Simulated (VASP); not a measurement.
A run of VASP 6.6.1:

INCAR

```
SYSTEM = Pt
PREC = Accurate ; ENCUT = 520
EDIFF = 1E-7 ; ISMEAR = 0
SIGMA = 0.05 ; LREAL = .False.
LASPH = .True. ; NELM = 80
ALGO = Normal ; ISIF = 2
LWAVE = .False. ; LCHARG = .False.
GGA = PE ; NBANDS = 11
```

Contents of KPOINTS:

```
Automatic mesh
0
Gamma
  18 18 18
  0 0 0
```

The input POSCAR:

```
Pt
1.0
   -1.6008142741      1.6008142741      1.6008142741
    1.6008142741     -1.6008142741      1.6008142741
    1.6008142741      1.6008142741     -1.6008142741
Pt
1
Direct
    0.0000000000      0.0000000000      0.0000000000
```

Potentials or basis: VASP PAW PBE potentials, release 64 (Pt).

Command:

```sh
$ cat potpaw_PBE.64/Pt/POTCAR > POTCAR
$ mpirun -np 1 vasp_std > vasp.out
```

Hardware: 1 thread of AMD EPYC 7R13 Processor (Zen 3) (shared host).

Question: How long does it take, and how much memory?

Answer: Wall time 37 s on 1 thread of AMD EPYC 7R13 Processor (Zen 3), on a shared host, peak memory 0.14 GiB. Counts: scf iterations 12, k points 195.
